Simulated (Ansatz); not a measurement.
TlCl in the CsCl-type structure (r2SCAN geometry), in Ansatz:

```
CELL_PARAMETERS angstrom
3.83883 0.00000 0.00000
0.00000 3.83883 0.00000
0.00000 0.00000 3.83883
ATOMIC_POSITIONS crystal
Tl 0.00000 0.00000 0.00000
Cl 0.50000 0.50000 0.50000
```

G0W0@PBE with 212 empty bands, a screening cutoff of 140 eV and a 4×4×4 mesh (PAW, contour deformation) gives 3.195 eV over the mesh points, from a PBE gap of 2.080 eV; it sums over 222 bands with 203 plane waves in the screening and a wave cutoff of 420 eV. G0W0 here is at a finite number of bands, screening cutoff and k mesh, not at the basis limit. The values are computed, spin-unpolarised, and not measurements.

Question: Estimate the gap with starting point r2SCAN, with them a wave cutoff of 500 eV.

Answer: 3.507 eV (+0.312 eV), from a Kohn-Sham gap of 2.505 eV.

Question: Estimate the gap with starting point LDA.

Answer: 3.134 eV (-0.061 eV), from a Kohn-Sham gap of 1.866 eV.

Question: Estimate the gap with starting point HSE06.

Answer: 3.655 eV (+0.460 eV), from a Kohn-Sham gap of 2.848 eV.

Question: Another run gave a Kohn-Sham gap of 2.088 eV and a G0W0 gap of 3.176 eV, summing over 222 bands with 203 plane waves in the screening and a wave cutoff of 820 eV. What was changed?

Answer: Potentials of the kind norm-conserving, with them a wave cutoff of 820 eV. The wave cutoff gives it away.

Spin-orbit coupling is left out; in compounds of Pb, Bi, Tl or Hg it can lower a gap by up to about 1 eV, split its edges or invert the bands.

With a shallow d shell on the cation, G0W0 converges slowly in bands and cutoff, so these values are in doubt.
